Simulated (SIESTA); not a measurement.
Worked example: self-consistent single point of Sb2Te3 (R-3m, 5 atoms in the cell) in SIESTA

Method of the run: GGA PBE, numerical atomic orbitals DZP, PseudoDojo PBE standard norm-conserving potentials (rewritten from UPF to PSML) (SIESTA).

Input as run:

```
# files in the folder: Sb.psml Te.psml (PseudoDojo PBE standard)
SystemName  Sb2Te3
SystemLabel sb2te3

NumberOfAtoms                5
NumberOfSpecies              2
%block ChemicalSpeciesLabel
  1 51 Sb
  2 52 Te
%endblock ChemicalSpeciesLabel
LatticeConstant              1.0 Ang
%block LatticeVectors
     2.173480000    1.254859000   10.698398000
    -2.173480000    1.254859000   10.698398000
     0.000000000   -2.509718000   10.698398000
%endblock LatticeVectors
AtomicCoordinatesFormat      Bohr
%block AtomicCoordinatesAndAtomicSpecies
     0.000000000   -0.000000000   36.645410678  1
     0.000000000   -0.000000000   24.005715899  1
    -0.000000000    0.000000000   47.462114545  2
    -0.000000000    0.000000000   13.189012032  2
     0.000000000    0.000000000    0.000000000  2
%endblock AtomicCoordinatesAndAtomicSpecies

XC.functional                GGA
XC.authors                   PBE
PAO.BasisSize                DZP
PAO.EnergyShift              0.01 Ry
MeshCutoff                   400 Ry
%block kgrid.MonkhorstPack
    4   0   0  0.0
    0   4   0  0.0
    0   0   4  0.0
%endblock kgrid.MonkhorstPack
OccupationFunction           MP
OccupationMPOrder            0
ElectronicTemperature        2320.9 K

MaxSCFIterations             150
SCF.Mixer.Method             Pulay
SCF.Mixer.Weight             0.1
SCF.Mixer.History            8
SCF.DM.Tolerance             1.0E-04
Diag.ParallelOverK           true
WriteForces                  true
```

The program printed (abridged):

```
reinit: Reading from file input.fdf

reinit: System Name: Sb2Te3
reinit: System Label: sb2te3

coor:   Atomic-coordinates input format  =     Cartesian coordinates
coor:                                            (in Bohr units)

siesta: Atomic coordinates (Bohr) and species
siesta:      0.00000  -0.00000  36.64541  1        1
siesta:      0.00000  -0.00000  24.00572  1        2
siesta:     -0.00000   0.00000  47.46211  2        3
siesta:     -0.00000   0.00000  13.18901  2        4
siesta:      0.00000   0.00000   0.00000  2        5

siesta: System type = bulk

initatomlists: Number of atoms, orbitals, and projectors:      5    90   163

siesta: ******************** Simulation parameters ****************************
redata: Spin configuration                          = none
redata: Time-Reversal Symmetry                      = T
redata: Number of Atomic Species                    =        2
redata: Mesh Cutoff                                 =   400.0000 Ry
redata: Net charge of the system                    =     0.0000 |e|
redata: Min. number of SCF Iter                     =        0
redata: Max. number of SCF Iter                     =      150
redata: SCF convergence failure will abort job
redata: SCF mix quantity                            = Hamiltonian
redata: Mix DM or H after convergence               =   F
redata: Recompute H after scf cycle                 =   F
redata: Mix DM in first SCF step                    =   T
redata: No kicks to SCF
redata: DM Mixing Weight for Kicks                  =     0.5000
redata: Require Harris convergence for SCF          =   F
redata: Harris energy tolerance for SCF             =     0.000100 eV
redata: Require DM convergence for SCF              =   T
redata: DM tolerance for SCF                        =     0.000100
redata: Require EDM convergence for SCF             =   F
redata: EDM tolerance for SCF                       =     0.001000 eV
redata: Require H convergence for SCF               =   T
redata: Hamiltonian tolerance for SCF               =     0.001000 eV
redata: Require (free) Energy convergence for SCF   =   F
redata: (free) Energy tolerance for SCF             =     0.000100 eV
redata: Using DFT-D3 dispersion                     =   F
redata: Using Saved Data (generic)                  =   F
redata: Method of Calculation                       = Diagonalization
redata: Electronic Temperature                      =  2320.9000 K
redata: Number of TDED substeps                     =        3
redata: Dynamics option                             = Single-point calculation
redata: Save all siesta data in one NC              =   F
redata: ***********************************************************************

%block SCF.Mixers
  Pulay
%endblock SCF.Mixers

%block SCF.Mixer.Pulay
  # Mixing method
  method pulay
  variant stable

  # Mixing options
  weight 0.1000
  weight.linear 0.1000
  history 8
%endblock SCF.Mixer.Pulay

DM_history_depth set to one: no extrapolation allowed by default for geometry relaxation
Size of DM history Fstack: 1
Total number of electrons:    78.000000
Total ionic charge:    78.000000

* ProcessorY, Blocksize:    1  64

* Orbital distribution balance (max,min):    90    90

k-point displ. along   1 input, could be:     0.00    0.50
k-point displ. along   2 input, could be:     0.00    0.50
k-point displ. along   3 input, could be:     0.00    0.50
 Kpoints in:           48 . Kpoints trimmed:           44

siesta: k-grid: Number of k-points = 44
siesta: k-points from Monkhorst-Pack grid
siesta: k-cutoff (effective) =     8.694 Ang
siesta: k-point supercell and displacements
siesta: k-grid:     4     0     0      0.000
siesta: k-grid:     0     4     0      0.000
siesta: k-grid:     0     0     4      0.000

diag: Algorithm                                     = D&C
diag: Parallel over k                               =   F
diag: Use parallel 2D distribution                  =   F
diag: Parallel block-size                           = 64
diag: Parallel distribution                         =     1 x     1
diag: Used triangular part                          = Lower
diag: Absolute tolerance                            =  0.100E-15
diag: Orthogonalization factor                      =  0.100E-05
diag: Memory factor                                 =  1.0000

superc: Internal auxiliary supercell:     5 x     5 x     5  =     125
superc: Number of atoms, orbitals, and projectors:    625  11250  20375

                        Single-point calculation

superc: Internal auxiliary supercell:     5 x     5 x     5  =     125
superc: Number of atoms, orbitals, and projectors:    625  11250  20375

outcell: Unit cell vectors (Ang):
        2.173480    1.254859   10.698398
       -2.173480    1.254859   10.698398
        0.000000   -2.509718   10.698398

outcell: Cell vector modules (Ang)   :   10.988831   10.988831   10.988831
outcell: Cell angles (23,13,12) (deg):     22.8155     22.8155     22.8155
outcell: Cell volume (Ang**3)        :    175.0736
new_DM -- step:     1
Initializing Density Matrix...

Attempting to read DM from file... Failed...
DM filled with atomic data:

InitMesh: MESH = 144 x 144 x 144 = 2985984
InitMesh: Mesh cutoff (required, used) =   400.000   500.714 Ry

stepf: Methfessel-Paxton step function
       Using Hermite-Gauss polynomials of order  0

        iscf     Eharris(eV)        E_KS(eV)     FreeEng(eV)     dDmax    Ef(eV) dHmax(eV)
   scf:    1   -13503.635804   -13497.047946   -13497.049020  0.508375 -2.953704  5.278690
   scf:    2   -13498.020098   -13497.678101   -13497.679932  0.061771 -3.036297  3.594674
   scf:    3   -13498.049014   -13497.875910   -13497.878258  0.032389 -3.110611  2.659520
   scf:    4   -13498.127890   -13498.068235   -13498.072341  0.102059 -3.317001  1.298573
   scf:    5   -13498.091019   -13498.098923   -13498.102155  0.035512 -3.408335  0.578095
   scf:    6   -13498.104705   -13498.101924   -13498.105174  0.001559 -3.408118  0.488467
   [... 2 lines left out ...]
   scf:    9   -13498.109448   -13498.109393   -13498.112710  0.001886 -3.400435  0.003003
   scf:   10   -13498.109380   -13498.109388   -13498.112709  0.000309 -3.400848  0.005223
   scf:   11   -13498.109386   -13498.109387   -13498.112711  0.000103 -3.400721  0.002529
   scf:   12   -13498.109386   -13498.109387   -13498.112711  0.000032 -3.400710  0.002479
   scf:   13   -13498.109388   -13498.109387   -13498.112711  0.000052 -3.400714  0.000017

SCF Convergence by DM+H criterion
max |DM_out - DM_in|         :     0.0000515194
max |H_out - H_in|      (eV) :     0.0000170293
SCF cycle converged after 13 iterations

Using DM_out to compute the final energy and forces

siesta: E_KS(eV) =           -13498.1094

siesta: E_KS - E_eggbox =    -13498.1094

siesta: Atomic forces (eV/Ang):
     1   -0.000000    0.000000    0.181079
     2    0.000000   -0.000000   -0.181079
     3   -0.000000    0.000001    0.335996
     4   -0.000000   -0.000001   -0.335996
     5   -0.000000    0.000000    0.000000
   Tot   -0.000000   -0.000000    0.000000
   Max    0.335996
   Res    0.139371    sqrt( Sum f_i^2 / 3N )
   Max    0.335996    constrained

Stress tensor Voigt[x,y,z,yz,xz,xy] (kbar):        5.12        5.12        6.18       -0.00       -0.00        0.00
(Free)E + p*V (eV/cell)   -13498.7111
Target enthalpy (eV/cell)   -13498.1127

siesta: Program's energy decomposition (eV):
siesta: Ebs     =     -2120.870478
siesta: Eions   =     13754.764818
siesta: Ena     =       932.958925
siesta: Ekin    =      7529.108500
siesta: Enl     =     -5002.072608
siesta: Eso     =         0.000000
siesta: Edftu   =         0.000000
siesta: DEna    =        30.961794
siesta: DUscf   =         1.113797
siesta: DUext   =         0.000000
siesta: Ex      =     -3051.463445
siesta: Ec      =      -183.951532
siesta: Exc     =     -3235.414978
siesta: Eharris =    -13498.109388
siesta: Etot    =    -13498.109387
siesta: FreeEng =    -13498.112711

siesta: Atomic forces (eV/Ang):
siesta:      1   -0.000000    0.000000    0.181079
siesta:      2    0.000000   -0.000000   -0.181079
siesta:      3   -0.000000    0.000001    0.335996
siesta:      4   -0.000000   -0.000001   -0.335996
siesta:      5   -0.000000    0.000000    0.000000
siesta: ----------------------------------------
siesta:    Tot   -0.000000   -0.000000    0.000000

siesta: Stress tensor (static) (eV/Ang**3):
siesta:     0.003198    0.000000   -0.000000
siesta:     0.000000    0.003198   -0.000000
siesta:    -0.000000   -0.000000    0.003858

siesta: Cell volume =        175.073566 Ang**3

siesta: Pressure (static):
siesta:                Solid            Molecule  Units
siesta:          -0.00003723         -0.00018871  Ry/Bohr**3
siesta:          -0.00341787         -0.01732626  eV/Ang**3
siesta:          -5.47603511        -27.75972873  kBar
```

The run converged in 13 iterations.

The starting cell comes from a database of computed structures (which also holds hypothetical and non-ambient phases and stackings), without a prior relaxation at this level. Its lattice was rescaled by a random factor within 2.5 % of one. Values carry the incompleteness of an atom-centred basis.

Cost on one core of a shared machine: roughly 3 min.
